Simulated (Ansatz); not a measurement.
# WS2 (P4/mmm) in Ansatz: settings compared, part 2 of 2

Ansatz 0.2.0. The steps go on from the part before.

## Step 3: Relaxation of cell and atoms, PBEsol

Input file input.yaml:

```yaml
crystal:
  lattice:
    - [2.59173, 0.0, 0.0]
    - [0.0, 2.59173, 0.0]
    - [0.0, 0.0, 9.23417]
  atoms:
    - { symbol: W, position: [0.5, 0.5, 0.5] }
    - { symbol: S, position: [0.5, 0.5, 0.76566] }
    - { symbol: S, position: [0.5, 0.5, 0.23434] }
kpoints:
  mp_grid: { grid: [8, 8, 2] }
scf:
  occupations: { method: fermi_dirac, width: 0.05 }
hamiltonian:
  xc: pbesol
  pseudopotentials: { kind: all_electron, lapw: { basis_error: 0.002 } }
output:
  forces: true
  stress: true
relax:
  f_tol: 0.01
  max_steps: 60
  cell: {}
```

Potentials or basis: all-electron LAPW, scalar-relativistic.

Started as:

```
> ansatz run input.yaml --threads 2 --pin off --max-ram 6144MiB --backend cpu --events-out ev --progress --plain --runs-dir out
```

Log:

```text
Warning: RAYON_NUM_THREADS=2 ignored (pool sized by the plan → 2); use --threads N
The last accepted step is kept in <dir> (removed where the run ends without a failure and the disk answers)
LAPW: plane waves up to 9.339 Å⁻¹, error target 2.0e-3 eV per atom; small_component_spin mean_spin; S in spheres of 1.123 Å, 14 of its electrons in bands, Dirac shells []; W in spheres of 1.257 Å, 44 of its electrons in bands, Dirac shells [] (how accurate: hamiltonian.pseudopotentials.lapw.basis_error, Limitations)
Engine: ansatz 0.2.0, x86_64-unknown-linux-gnu
Pseudopotentials: kind: all_electron
Pseudopotential: W, LAPW, valence charge 44, lapw/all_electron/scalar/gaussian/W, Koelling and Harmon's equation, gaussian nucleus
Pseudopotential: S, LAPW, valence charge 14, lapw/all_electron/scalar/gaussian/S, Koelling and Harmon's equation, gaussian nucleus
Functional definition: PBEsol
  exchange = pbesol_x
  correlation = pbesol_c
Crystal: 3 atoms, lattice volume = 62.027 Å³
Basis set: ecut = 332.3041617469797 eV, 847 PW (Γ), exchange–correlation at level 2
Bands: 44, of which v1, the nominal top of the filled ones, is band 36 counted from 1 (35 counted from 0)
Symmetry: 16 space group operations
Space group: P4/mmm (ITA 123), of the structure as read, at distance tolerance 4.0e-5 Å
k-points: 30 of 128
Non-local potential: W, projectors of the file, none
Non-local potential: S, projectors of the file, none
Initial density: superposition of atomic densities (chi_scale 0.1, normalization cell, long waves kept (reshape's long-wave potential 0.90 eV rms))
Initial wavefunctions: plane waves of lowest kinetic energy (no species holds an atomic orbital)
Functional: x = pbesol(κ = 0.804, μ = 0.12345679012345678), c = pbesol(β = 0.046)
iter 1 solved again at ethr=7.17e-3 eV; its pass at ethr=1.00e-1 eV (dr2=5.16e0 eV) is discarded
SCF iter   1: F=—  HF=-460764.240036 eV  |F-HF|=—  |Δ(HF+E_count)|=         —  Δρ=3.78e-2  dr2=5.17e0  ethr=7.17e-3  ⟨swp⟩=2.0  Hψ=8644  notcnv=0
preconditioner: auto → LDOS  [metal: Δε(μ)=0.081 eV  Ē_g=20.091 eV  σ=0.050 eV  W_gap=0.36  n_scr=28 (ndim 8)  ℏωp=26.7 eV  f_vac=0.202  D(μ)=2.68/eV (n_scr^D=28)  β→1.0]
[... 138 lines left out ...]
SCF converged after 2 iterations
Free energy (F): -460763.650057 eV
Harris-Foulkes:  -460763.650057 eV  (|F-HF|=6.78e-8)
Internal energy: -460763.634950 eV  (E = F + TS)
E sigma→0 (E₀):  -460763.642504 eV
Entropy (-TS):   -0.015107 eV (-5.036 meV/atom)
Fermi energy:    13.720850 eV
--- Per-component energies (eV) ---
  E_band       = -7353.270610
  E_kinetic    = 513475.703834
  E_xc         = -10063.114121
  E_electrostatic = -964176.224663  (all electrons and nuclei)
  E_smearing   = -0.015107  (= −TS)
  E_closure    = 0.000000  (closes the sum)
  E_atoms      = -460744.039139  (free atoms, spherical and without spin; not in F)
  Σ components = -460763.650057   (vs F -460763.650057, Δ=0.00e0)
  Basis errors (estimates in eV, not in F): energy 4.2e-4 per atom: plane waves 3.4e-4 (2.0e-4 summed), levels above the bands 1.5e-68, relativity 6.2e-8, radial functions 8.1e-5, core shells 1.3e-6; eigenvalues (radial functions only) 1.3e-6; not estimated: angular momenta, meshes, grids; target (lapw.basis_error) 2.0e-3; muffin-tin radii S 1.077 Å, W 1.206 Å
--- Forces (eV/Å), atoms counted from 1 ---
  atom   1  W     -0.00000000    -0.00000000     0.00000000
  atom   2  S      0.00000000     0.00000000     0.00128128
  atom   3  S      0.00000000     0.00000000    -0.00128128
  max |Σ_I F_I| component: 7.89e-31 eV/Å
--- Stress (GPa, compression-positive) ---
        0.003725       0.000000       0.000000
        0.000000       0.003725       0.000000
        0.000000       0.000000      -0.020264
  P = ⅓ Tr σ = -0.0043 GPa (-0.043 kbar)
--- Relaxed structure (10 steps of the walk, 9 accepted, 1 SCFs on fresh bases) ---
  F+E_penalty+E_count = -460763.65005694 eV   max|allowed force component| = 1.281e-3 eV/Å   (the final SCF, on the basis selected at the relaxed cell)
  cell:  # Å, volume = 54.8442 Å³
    - [2.5604795146791686, -6.107819144389686e-34, 0.0]
    - [-6.107819144389686e-34, 2.5604795146791686, 0.0]
    - [0.0, 0.0, 8.365432226111373]
  atoms:
    - { symbol: W, position: [0.5, 0.5, 0.49999999999999994] }
    - { symbol: S, position: [0.5, 0.5, 0.7900067323102286] }
    - { symbol: S, position: [0.5, 0.5, 0.20999326768977147] }
```

It took 83 s on 2 threads of AMD EPYC 7R43 (Zen 3), shared host; peak memory 0.47 GiB.

Results:

* Free energy: -460763.6501 eV
* Relaxed volume: 18.28 Å³/atom
* Relaxed cell: a = 2.560 Å, b = 2.560 Å, c = 8.365 Å, α = 90.00°, β = 90.00°, γ = 90.00°
* Space group after relaxing (to 0.05 Å): P4/mmm (No. 123)
* Energy gained by relaxing: 12.8 meV/atom
* Ionic steps: 10
* Pressure after relaxing: 0.0 GPa

The path:
| step | energy change (eV) | largest force (eV/Å) | volume (Å³) |
| --- | --- | --- | --- |
| 1 | 0.0000 | 0.3211 | 62.03 |
| 2 | -0.0198 | 0.1769 | 59.68 |
| 3 | -0.0264 | 0.0019 | 60.12 |
| 4 | -0.0271 | 0.0003 | 59.74 |
| 5 | -0.0339 | 0.0875 | 56.70 |
| 6 | -0.0363 | 0.0359 | 56.13 |
| 7 | -0.0371 | 0.0266 | 55.79 |
| 8 | -0.0383 | 0.0058 | 55.08 |
| 9 | -0.0384 | 0.0012 | 54.84 |
| 10 | -0.0385 | 0.0013 | 54.84 |

Final structure:
```
W S
1.0
     2.56048    0.00000    0.00000
     0.00000    2.56048    0.00000
     0.00000    0.00000    8.36543
W S
1 2
Direct
  0.50000 0.50000 0.50000
  0.50000 0.50000 0.79001
  0.50000 0.50000 0.20999
```

Caveat: the k mesh is thin for a metal, which can move the energy by tens of meV per atom; this functional lacks dispersion, which binds the layers, so the pressure and a relaxed spacing across them are unreliable. Spin-orbit coupling is left out, which matters for the levels of W.

## Step 4: Relaxation of cell and atoms, LDA

Changes to input.yaml since step 3:

```diff
@@ -14,3 +14,3 @@
 hamiltonian:
-  xc: pbesol
+  xc: lda
   pseudopotentials: { kind: all_electron, lapw: { basis_error: 0.002 } }
```

Started as:

```
> ansatz run input.yaml --threads 2 --pin off --max-ram 6144MiB --backend cpu --events-out ev --progress --plain --runs-dir out
```

Run time: 72 s. Hardware: 2 threads of AMD EPYC 7R43 (Zen 3), shared host; peak memory 0.47 GiB.

Results (log left out):

```
Free energy                            : -460606.6021 eV
Relaxed volume                         : 17.44 Å³/atom
Relaxed cell                           : a = 2.539 Å, b = 2.539 Å, c = 8.113 Å, α = 90.00°, β = 90.00°, γ = 90.00°
Space group after relaxing (to 0.05 Å) : P4/mmm (No. 123)
Energy gained by relaxing              : 40.1 meV/atom
Ionic steps                            : 8
Pressure after relaxing                : 0.0 GPa
Largest force after relaxing           : 0.008 eV/Å
```

Forces on the atoms (eV/Å):
```
W    0.000  0.000  0.000
S    0.000  0.000  0.008
S    0.000  0.000 -0.008
```

Step by step:
```csv
step,energy change (eV),largest force (eV/Å),volume (Å³)
1,0.0000,0.4334,62.03
2,-0.0512,0.2833,57.62
3,-0.0737,0.0488,57.58
4,-0.1029,0.0322,54.95
5,-0.1125,0.0416,51.83
6,-0.1195,0.0397,52.61
7,-0.1201,0.0082,52.32
8,-0.1202,0.0082,52.32
```

Final structure:
```cif
data_structure
_symmetry_space_group_name_H-M 'P 1'
_symmetry_Int_Tables_number 1
_cell_length_a 2.5394
_cell_length_b 2.5394
_cell_length_c 8.1131
_cell_angle_alpha 90.000
_cell_angle_beta 90.000
_cell_angle_gamma 90.000
_cell_volume 52.32
loop_
_atom_site_label
_atom_site_type_symbol
_atom_site_fract_x
_atom_site_fract_y
_atom_site_fract_z
_atom_site_occupancy
W1 W 0.50000 0.50000 0.50000 1
S1 S 0.50000 0.50000 0.79827 1
S2 S 0.50000 0.50000 0.20173 1
```

Caveat: the k mesh is thin for a metal, which can move the energy by tens of meV per atom; the volume moved by over 15 % at a fixed basis, so the end points are rough. Spin-orbit coupling is left out, which matters for the levels of W.

## Step 5: The runs side by side

```csv
level,pressure (GPa),relaxed volume (Å³/atom)
PBE,0.0,20.91
PBEsol,0.0,18.28
LDA,0.0,17.44
```

Alike in all rows: task relaxation of cell and atoms; potentials or basis all-electron LAPW, scalar-relativistic; no spin polarisation; cell relaxed; k mesh 8 × 8 × 2; smearing fermi-dirac 0.05 eV; basis error allowed 0.002 eV/atom.

Caveats: the k mesh is thin for a metal, which can move the energy by tens of meV per atom; this functional lacks dispersion, which binds the layers, so the pressure and a relaxed spacing across them are unreliable (some runs); the volume moved by over 15 % at a fixed basis, so the end points are rough (some runs).

Compare energies only between runs with the same functional and basis.
